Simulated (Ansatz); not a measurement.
# CaO: the band gap up the ladder of functionals

One table from this session's results is given with a row withheld; the runs are named, their logs left out.

Code: Ansatz 0.2.0. PAW datasets, plane waves. Computed at 0 K without zero-point motion; spin polarisation is off.

### The structure to begin with

The cell was relaxed beforehand with r2SCAN.

The symmetry is Fm-3m (No. 225, cubic); a = 4.795 Å in the conventional setting, 13.78 Å³ an atom. Ca has 6 O at 2.40 Å; O has 6 Ca at 2.40 Å.

Structure file:

```
Ca O
1.0
     0.00000    2.39755    2.39755
     2.39755    0.00000    2.39755
     2.39755    2.39755    0.00000
Ca O
1 1
Direct
  0.00000 0.00000 0.00000
  0.50000 0.50000 0.50000
```

Set-up of the first run:

File input.yaml:

```yaml
crystal:
  lattice:
    - [0.0, 2.3975501219, 2.3975501219]
    - [2.3975501219, 0.0, 2.3975501219]
    - [2.3975501219, 2.3975501219, 0.0]
  atoms:
    - { symbol: Ca, position: [0.0, 0.0, 0.0] }
    - { symbol: O, position: [0.5, 0.5, 0.5] }
kpoints:
  mp_grid: { grid: [10, 10, 10] }
  band_path:
    path:
      - [[0.0, 0.0, 0.0], [0.5, 1.514234276169e-34, 0.5], [0.625, 0.25, 0.625]]
      - [[0.375, 0.375, 0.75], [0.0, 0.0, 0.0], [0.5, 0.5, 0.5], [0.5, 0.25, 0.75], [0.5, 1.514234276169e-34, 0.5]]
    npoints: 10
hamiltonian:
  xc: pbe
scf:
  occupations: { method: fermi_dirac, width: 0.02 }
  n_extra_bands: 4
output:
  forces: true
  stress: true
  eigenvalues: true
  write_density: true
  write_potential: true
  elf: true
  volumetric_format: npy
```

The run is started by

```
$ ansatz run input.yaml --threads 2 --pin off --max-ram 2211MiB --backend cpu --events-out ev --progress --plain --runs-dir out
```

Steps of the session up to this table: Band structure with PBE; r2SCAN at the same geometry; Single point with HSE06; Quasiparticle levels, G0W0@PBE; PBE0 at the same geometry.

One table of the session follows, with a row left open; its other results are not shown here.

```
                    level  gap (eV)
                      PBE      3.65
                   r2SCAN      4.20
                    HSE06      5.31
G0W0@PBE (82 empty bands)         ?
                     PBE0      6.05
```

Q: Estimate the row for G0W0@PBE (82 empty bands) from the others.

**Answer.** gap (eV): 5.78. In the column «gap (eV)» it lies between HSE06 (5.31) and PBE0 (6.05).

Meshes: PBE 10×10×10, r2SCAN 10×10×10, HSE06 6×6×6, PBE0 6×6×6

PBE gives the least gap, 3.65 eV, and PBE0 the largest, 6.05 eV. PBE reaches 63 % of the G0W0@PBE value, and r2SCAN 73 %. PBE0 lies 0.74 eV above HSE06, which differs from it by screening the long-range exchange. G0W0 values are finite-basis, finite-mesh values.

To keep in mind: Warnings in the runs' records: stress scf threshold loose, stress exchange threshold loose.
